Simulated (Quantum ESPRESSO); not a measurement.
HgTe (Coloradoite): equation of state with LDA

**The experiment to reproduce.**

A printed reference work, monograph reports, for a bulk crystal of HgTe: bulk modulus 43 GPa.

Crystal: HgTe (Coloradoite).

```
Hg Te
1.0
     0.00000    3.21450    3.21450
     3.21450    0.00000    3.21450
     3.21450    3.21450    0.00000
Hg Te
1 1
Direct
  0.00000 0.00000 0.00000
  0.75000 0.75000 0.75000
```

- Program: Quantum ESPRESSO 7.5
- Task: equation of state
- Functional: LDA
- Potentials or basis: GBRV 1.5 LDA
- Cutoff: 612 eV
- Density cutoff: 4898 eV
- k mesh: 7 × 7 × 7
- Occupations: fermi-dirac, width 0.05 eV
- Spin: no spin polarisation

```json
{"Equilibrium volume": "33.66 Å³/atom", "Bulk modulus": "48 GPa", "Pressure derivative of the bulk modulus": "5.1"}
```

Energy against volume, from the lowest point:
```tsv
volume (Å³/atom)	energy (meV/atom)
31.223	30.38
31.887	15.29
32.551	5.62
33.215	0.69
33.880	0.00
34.544	3.12
35.208	9.52
```

All runs of the series together: 59 s on 1 thread of AMD EPYC 9R45 96-Core Processor (Zen 5), on a shared host.

Against the measured bulk modulus of HgTe, 43 GPa (a printed reference work, monograph), the calculated 48 GPa is off by +11.1 %. The fit is for a static lattice scaled at fixed shape and fixed fractional positions.

The run has no spin-orbit coupling, so splittings on Hg, Te are missing.
